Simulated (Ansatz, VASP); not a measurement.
# One calculation of Cr, two programs

```
Cr
1.0
    -1.49963    1.49963    1.38427
     1.49963   -1.49963    1.38427
     1.49963    1.49963   -1.38427
Cr
1
Direct
  0.00000 0.00000 0.00000
```

Change from the starting cell: strain +0.040 along x and y, -0.040 along z, atoms carried along.

Alike in both runs: task single point; functional PBE; k mesh 24 × 24 × 24; occupations gaussian, width 0.15 eV; no spin polarisation.

```csv
,VASP,Ansatz
version,VASP 6.6.1,Ansatz 0.2.0
potentials or method,"VASP PAW PBE potentials, release 64 (Cr_pv)","scalar-relativistic, plane waves, PAW"
plane-wave cutoff (eV),520,420
valence electrons in the cell,12,14
```

VASP gave:

```
gap on the k mesh at the Fermi level (eV)       : none
pressure (GPa)                                  : -15.9
largest component of the traceless stress (GPa) : 15.46
```

Question: Estimate Ansatz's values.

Answer: gap on the k mesh at the Fermi level (eV): none; pressure (GPa): -15.5; largest component of the traceless stress (GPa): 15.60.

A gap of «none» marks a metal or a gap that the smearing closes. The functional is the same, so the differences come from potentials, cutoffs and numerics. The two sets of potentials don't hold the same shells in valence.

Caveats: so large a pressure means that the cell lies far from this level's equilibrium, or that cutoff or potentials fall short (VASP); the run has no spin polarisation, though such a crystal can be magnetic. Spin polarisation is off, so any magnetic state and its effect on volume and gap are missing.
